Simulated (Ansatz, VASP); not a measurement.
InAs: VASP beside Ansatz

```xyz
2
Lattice="0.0000 3.0180 3.0180 3.0180 0.0000 3.0180 3.0180 3.0180 0.0000" Properties=species:S:1:pos:R:3 pbc="T T T"
In    0.0000    0.0000    0.0000
As    4.5270    4.5270    4.5270
```

Alike in both runs: task single point; functional PBE; k mesh 8 × 8 × 8; occupations gaussian, width 0.024 eV; no spin polarisation.

|  | VASP | Ansatz |
| --- | --- | --- |
| version | VASP 6.6.1 | Ansatz 0.2.0 |
| potentials or method | VASP PAW PBE potentials, release 64 (In_d, As) | Ansatz PAW |
| plane-wave cutoff (eV) | 520 | 420 |
| valence electrons in the cell | 18 | 28 |

|  | VASP | Ansatz | Ansatz less VASP |
| --- | --- | --- | --- |
| gap on the k mesh at the Fermi level (eV) | none | none | - |
| pressure (GPa) | 4.4 | 4.3 | -0.07 |

A gap of «none» marks a metal or a gap that the smearing closes. The functional is the same, so the differences come from potentials, cutoffs and numerics. The two sets of potentials don't hold the same shells in valence.

Caveats: this crystal is a semiconductor, whose small gap the functional closes, so the metal is an error of the method.
